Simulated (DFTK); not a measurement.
# BaTiO3 (P4mm) in DFTK: reference runs

Aim: a first look at BaTiO3 with PBE, on the cell as given.

All numbers are computed with DFTK 0.8.2; they aren't measurements. Logs are shortened: lines on timing, memory, paths and dates and some standing lists are left out, and cuts for length are marked.

## 1. Starting point

The structure is tetragonal, space group P4mm (No. 99). The conventional cell has a = 4.000 Å, b = 4.000 Å, c = 4.018 Å, α = 90.00°, β = 90.00°, γ = 90.00°. Ba (site symmetry 4mm) is surrounded by 12 O at 2.79 to 2.88 Å. Around Ti (site symmetry 4mm) lie 6 O at 1.89 to 2.13 Å. O (site symmetry 2mm) has 2 Ti at 2.00 Å as nearest neighbours. Around O (site symmetry 4mm) lie 2 Ti at 1.89 to 2.13 Å.

## 2. Single point, PBE

Contents of run.jl:

```julia
using DFTK
using PseudoPotentialData
using Unitful, UnitfulAtomic
using LinearAlgebra, Printf
include("save.jl")
disable_threading()

# lattice vectors are the columns
lattice = austrip(1u"Å") * [        3.9998            0.0            0.0;
                      0.0         3.9998            0.0;
                      0.0            0.0          4.018]
symbols   = [:Ba, :Ti, :O, :O, :O]
positions = [[0.0, 0.0, 0.0],
             [0.5, 0.5, 0.49],
             [0.0, 0.5, 0.517],
             [0.5, 0.0, 0.517],
             [0.5, 0.5, 0.019]]
pseudopotentials = PseudoFamily("dojo.nc.sr.pbe.v0_4_1.standard.upf")
elements = Dict(s => ElementPsp(s, pseudopotentials) for s in unique(symbols))
atoms    = [elements[s] for s in symbols]

build_model(lattice, positions; symmetries=true) =
    model_DFT(lattice, atoms, positions;
              functionals=PBE(),
              temperature=austrip(0.05u"eV"),
              smearing=Smearing.FermiDirac(),
              symmetries)
Ecut  = 42.0  # hartree
kgrid = [7, 7, 7]
tol   = 1e-6
to_GPa = ustrip(uconvert(u"GPa", 1u"hartree/bohr^3"))

model = build_model(lattice, positions)
basis = PlaneWaveBasis(model; Ecut, kgrid)
display(basis)
scfres = self_consistent_field(basis;
                               tol,
                               nbandsalg=AdaptiveBands(model; n_bands_converge=25))
display(scfres.energies)
@printf "Fermi level: %.6f eV\n" ustrip(auconvert(u"eV", something(scfres.εF, NaN)))
forces = compute_forces_cart(scfres)
println("Forces (eV/Å)")
for (s, f) in zip(symbols, forces)
    @printf "%-3s %12.6f %12.6f %12.6f\n" s ustrip.(auconvert.(u"eV/Å", f))...
end
stress = compute_stresses_cart(scfres)
println("Stress (GPa)")
display(round.(stress * to_GPa; digits=4))
println("Levels at the first k-point (eV): ", round.(ustrip.(auconvert.(u"eV", scfres.eigenvalues[1][1:scfres.n_bands_converge])); digits=4))
save_scf!(scfres; forces, stress)
```

Potentials or basis: dojo.nc.sr.pbe.v0_4_1.standard.upf (PBE).

The run is started by

```sh
$ julia --threads=1 run.jl  # save.jl only writes the numbers to a file and isn't shown; printed stress counts tension as positive; times include loading and compiling
```

Output:

```text
PlaneWaveBasis discretization:

    Ecut                 : 42.0 Ha
    fft_size             : (48, 48, 48), 110592 total points
    kgrid                : MonkhorstPack([7, 7, 7])
    num.   red. kpoints  : 343
    num. irred. kpoints  : 70

    Discretized Model(gga_x_pbe+gga_c_pbe, 3D):
        lattice (in Bohr)    : [7.55853   , 0         , 0         ]
                               [0         , 7.55853   , 0         ]
                               [0         , 0         , 7.59292   ]
        unit cell volume     : 433.79 Bohr³

        atoms                : BaO₃Ti
        pseudopot. family    : PseudoFamily("dojo.nc.sr.pbe.v0_4_1.standard.upf")

        num. electrons       : 40
        spin polarization    : none
        temperature          : 0.0018375 Ha
        smearing             : DFTK.Smearing.FermiDirac()

        terms                : Kinetic()
                               AtomicLocal()
                               AtomicNonlocal()
                               Ewald(nothing)
                               PspCorrection()
                               Hartree()
                               Xc(gga_x_pbe, gga_c_pbe)
                               Entropy()
n     Energy            log10(ΔE)   log10(Δρ)   Diag   Δtime
---   ---------------   ---------   ---------   ----   ------
  1   -136.8784453937                   -0.27    6.5    42.5s
  2   -136.5120793929   +   -0.44       -0.19    5.8    34.8s
  3   -137.2338665075       -0.14       -0.53    4.7    41.7s
  4   -137.3631571099       -0.89       -0.90    3.3    31.2s
  5   -137.3798648468       -1.78       -1.17    2.6    21.5s
  6   -137.3857449160       -2.23       -1.76    2.2    18.7s
  7   -137.3861656971       -3.38       -2.79    2.4    18.2s
  8   -137.3861728106       -5.15       -3.07    5.5    25.0s
  9   -137.3861732662       -6.34       -3.26    1.8    16.0s
 10   -137.3861733617       -7.02       -3.26    2.4    19.4s
 11   -137.3861737398       -6.42       -3.80    1.0    21.9s
 12   -137.3861737738       -7.47       -3.96    3.2    33.2s
 13   -137.3861737845       -7.97       -4.44    1.5    25.8s
 14   -137.3861737863       -8.73       -4.93    3.8    33.2s
 15   -137.3861737864      -10.03       -5.04    3.1    30.1s
 16   -137.3861737865      -10.13       -5.43    1.1    25.3s
 17   -137.3861737865      -10.73       -6.61    2.7    34.4s
Energy breakdown (in Ha):
    Kinetic             62.7207001
    AtomicLocal         -100.6483961
    AtomicNonlocal      -3.2955470
    Ewald               -103.4999802
    PspCorrection       5.5343677
    Hartree             29.8555981
    Xc                  -28.0529163
    Entropy             -0.0000000

    total               -137.386173786525
Fermi level: 7.498313 eV
Forces (eV/Å)
Ba     -0.000000    -0.000000     0.053726
Ti     -0.000000    -0.000000    -0.145939
O      -0.000000    -0.000000    -0.112942
O      -0.000000    -0.000000    -0.112942
O      -0.000000    -0.000000     0.319652
Stress (GPa)
3×3 StaticArraysCore.SMatrix{3, 3, Float64, 9} with indices SOneTo(3)×SOneTo(3):
 -2.3839   0.0      0.0
  0.0     -2.3839   0.0
  0.0      0.0     -3.2594
Levels at the first k-point (eV): [-49.9111, -26.1737, -26.1437, -26.1437, -18.1757, -10.2151, -9.5664, -9.5086, -3.341, -3.341, -3.3387, 4.3028, 4.3156, 4.3156, 5.4022, 5.4022, 5.4938, 6.3377, 6.353, 6.353, 8.4589, 8.6707, 8.6707, 10.6761, 10.7704]
```

Run time: 13 min. Hardware: 1 thread of Intel Xeon Platinum 8488C (Sapphire Rapids), shared host; peak memory 3.7 GiB.

What came out:

```
Free energy            : -3738.4682 eV
Pressure               : 2.7 GPa
Largest force          : 0.320 eV/Å
Band gap on the k mesh : 1.92 eV, indirect (least direct gap 2.11 eV)
```

Forces on the atoms (eV/Å):
```
Ba   0.000  0.000  0.054
Ti   0.000  0.000 -0.146
O    0.000  0.000 -0.113
O    0.000  0.000 -0.113
O    0.000  0.000  0.320
```

Caveat: this release of the barium file is off; the files of the heavy main-group elements may lack f projectors, which makes oxides come out too large; spin-orbit coupling is left out, which moves the levels of the heavy elements; an odd mesh through Γ misses points on the zone boundary, where band edges often lie.
